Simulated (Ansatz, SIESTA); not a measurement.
**One calculation of SnO2, 3 ways**

```
Sn O
1.0
     4.78800    0.00000    0.00000
     0.00000    4.86658    0.00000
     0.00000    0.00000    3.24090
Sn O
2 4
Direct
  0.00000 0.00000 0.00000
  0.50000 0.50000 0.50000
  0.70815 0.67896 0.00000
  0.20814 0.82104 0.50000
  0.79185 0.17896 0.50000
  0.29185 0.32104 0.00000
```

The cell is a database's computed one, not the measured one.

Alike in all runs: task band structure; functional PBEsol; k mesh 6 × 6 × 8; occupations fermi-dirac, width 0.05 eV; no spin polarisation; no spin-orbit coupling. Pressure is positive in compression and, in plane waves, holds the error of the finite cutoff, which Ansatz's Pulay term estimates and takes out. Gaps are the smaller of the mesh's and the band path's.

```tsv
program and potentials	plane-wave cutoff (eV)	notes	band gap (eV)	pressure (GPa)	largest force (eV/Å)
Ansatz, Ansatz PAW	420	potentials made for PBE, which Ansatz adapts in part; Pulay term of +0.86 GPa included	0.72	-6.32	0.118
SIESTA, files PseudoDojo sr-pbesol-0.4.1-standard, DZP (energy shift 0.003 Ry; two zetas on semicore shells)	-	atomic basis	0.52	-0.82	0.084
Ansatz, all-electron LAPW, scalar-relativistic	-	-	0.72	-6.33	0.119
```

Force on atom 5 (O), eV/Å:

| program and potentials | x | y | z |
| --- | --- | --- | --- |
| Ansatz, Ansatz PAW | 0.117 | 0.011 | 0.000 |
| SIESTA, files PseudoDojo sr-pbesol-0.4.1-standard, DZP (energy shift 0.003 Ry; two zetas on semicore shells) | 0.070 | -0.046 | 0.000 |
| Ansatz, all-electron LAPW, scalar-relativistic | 0.118 | 0.009 | 0.000 |

The band gap spans 0.52 (SIESTA, files PseudoDojo sr-pbesol-0.4.1-standard, DZP (energy shift 0.003 Ry; two zetas on semicore shells)) to 0.72 eV (Ansatz, all-electron LAPW, scalar-relativistic), with all-electron results at 0.72. The pressure spans -6.33 (Ansatz, all-electron LAPW, scalar-relativistic) to -0.82 GPa (SIESTA, files PseudoDojo sr-pbesol-0.4.1-standard, DZP (energy shift 0.003 Ry; two zetas on semicore shells)), with all-electron results at -6.33. The paths' points differ, which is worth about 0.01 eV. Rows in atomic bases carry the error of their basis and grid, which can be large.

Differences between rows come from potentials, basis sets and numerical settings, since the functional is the same but for its coding. Runs on potential files found faulty are left out.
